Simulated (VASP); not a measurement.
Write the native input for VASP 6.6.1 that does the following.

```
Task                   : single point
Functional             : PBEsol
Potentials or basis    : VASP PAW PBE potentials, release 64 (Cd, Te)
Cutoff                 : 520 eV
k mesh                 : 8 × 8 × 8
Occupations            : gaussian, width 0.01 eV
Spin                   : no spin polarisation
Dipole correction      : no
Further INCAR settings : ALGO = Fast; EDIFF = 1e-07; NBANDS = 16
```

The structure of CdTe lies in POSCAR:

```
CdTe
1.0
    0.0000000000      3.2446714369      3.2446714369
    3.2446714369      0.0000000000      3.2446714369
    3.2446714369      3.2446714369      0.0000000000
Cd Te
1 1
Direct
    0.0000000000      0.0000000000      0.0000000000
    0.2500000000      0.2500000000      0.2500000000
```

The cell isn't the ideal one: cell and atoms relaxed tightly for response.

One way to write it, as run:

INCAR

```
SYSTEM = CdTe
ALGO     = Fast           ! electronic algorithm
EDIFF    = 1E-7           ! SCF threshold, eV
ENCUT    = 520            ! plane-wave cutoff, eV
GGA      = PS             ! functional
ISIF     = 2              ! what is computed and relaxed
ISMEAR   = 0              ! smearing method
LASPH    = .True.         ! aspherical terms in the spheres
LCHARG   = .True.         ! write CHGCAR
LELF     = .True.         ! ELF
LREAL    = .False.        ! projectors in reciprocal space
LVHAR    = .True.       
LWAVE    = .False.        ! write WAVECAR
NBANDS   = 16             ! bands
NELM     = 80             ! most SCF steps
PREC     = Accurate       ! precision mode
SIGMA    = 0.01           ! smearing width, eV
```

KPOINTS

```
k-points
0
Gamma
  8 8 8
  0 0 0
```

Potentials or basis: VASP PAW PBE potentials, release 64 (Cd, Te).

The run is started by

```bash
$ cat potpaw_PBE.64/Cd/POTCAR potpaw_PBE.64/Te/POTCAR > POTCAR
$ mpirun -np 1 vasp_std > vasp.out
```

It gave:

The pressure is 0.2 GPa. The band gap on the k mesh is 0.65 eV, direct.

Caveat: the PAW data sets were made with another functional, which shifts forces and pressure a little; spin-orbit coupling is left out, which moves the levels of the heavy elements.

It took 22 s on 1 thread of Intel(R) Xeon(R) Platinum 8488C (Sapphire Rapids) (shared host), peak memory 0.21 GiB.
